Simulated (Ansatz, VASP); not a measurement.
## Be: VASP beside Ansatz

INCAR

```
SYSTEM = Be
PREC = Accurate
ENCUT = 520
EDIFF = 1E-6
ISMEAR = -1
SIGMA = 0.05
LREAL = .False.
LASPH = .True.
NELM = 60
ALGO = Normal
ISIF = 2
LWAVE = .False.
LCHARG = .False.
GGA = PS
NBANDS = 12
```

File KPOINTS:

```
Automatic mesh
0
Gamma
  9 9 14
  0 0 0
```

File POSCAR:

```
Be
1.0
    3.7716280609      0.0000000000      0.0000000000
    0.0000000000      3.7716280609      0.0000000000
    0.0000000000      0.0000000000      2.2963882549
Be
4
Direct
    0.2974080000      0.2974080000      0.0000000000
    0.7025920000      0.7025920000      0.0000000000
    0.2025920000      0.7974080000      0.5000000000
    0.7974080000      0.2025920000      0.5000000000
```

Input for Ansatz:

```yaml
crystal:
  lattice:
    - [3.7716280609, 0.0, 0.0]
    - [0.0, 3.7716280609, 0.0]
    - [0.0, 0.0, 2.2963882549]
  atoms:
    - { symbol: Be, position: [0.297408, 0.297408, 0.0] }
    - { symbol: Be, position: [0.702592, 0.702592, 0.0] }
    - { symbol: Be, position: [0.202592, 0.797408, 0.5] }
    - { symbol: Be, position: [0.797408, 0.202592, 0.5] }
kpoints:
  mp_grid: { grid: [9, 9, 14] }
  band_path:
    path:
      - [0.0, 0.0, 0.0]
      - [0.0, 0.5, 0.0]
      - [0.5, 0.5, 0.0]
      - [0.0, 0.0, 0.0]
      - [0.0, 0.0, 0.5]
      - [0.0, 0.5, 0.5]
      - [0.5, 0.5, 0.5]
      - [0.0, 0.0, 0.5]
      - [0.0, 0.5, 0.0]
    npoints: 5
scf:
  occupations: { method: fermi_dirac, width: 0.05 }
hamiltonian:
  xc: pbesol
  pseudopotentials: { kind: all_electron, lapw: { basis_error: 0.001 } }
output:
  forces: true
  stress: true
  eigenvalues: true
```

Change from the starting cell: volume scaled by 1.02.

Alike in both runs: task single point; functional PBEsol; k mesh 9 × 9 × 14; occupations fermi-dirac, width 0.05 eV; no spin polarisation.

|  | VASP | Ansatz |
| --- | --- | --- |
| version | VASP 6.6.1 | Ansatz 0.2.0 |
| potentials or method | VASP PAW PBE potentials, release 64 (Be) | all-electron LAPW, scalar-relativistic |
| plane-wave cutoff (eV) | 520 | see its input |

|  | VASP | Ansatz | Ansatz less VASP |
| --- | --- | --- | --- |
| pressure (GPa) | -3.0 | -3.4 | -0.41 |
| largest component of the traceless stress (GPa) | 0.97 | 0.98 | +0.008 |
| rms of the force components (eV/Å) | 0.004 | 0.006 | +0.0020 |

Atom by atom the forces differ by 0.002 eV/Å (rms over components). Ansatz ran all-electron here, so the differences hold the error of VASP's frozen core and of both bases.

Caveats: the PAW data sets were made with another functional, which shifts forces and pressure a little (VASP).
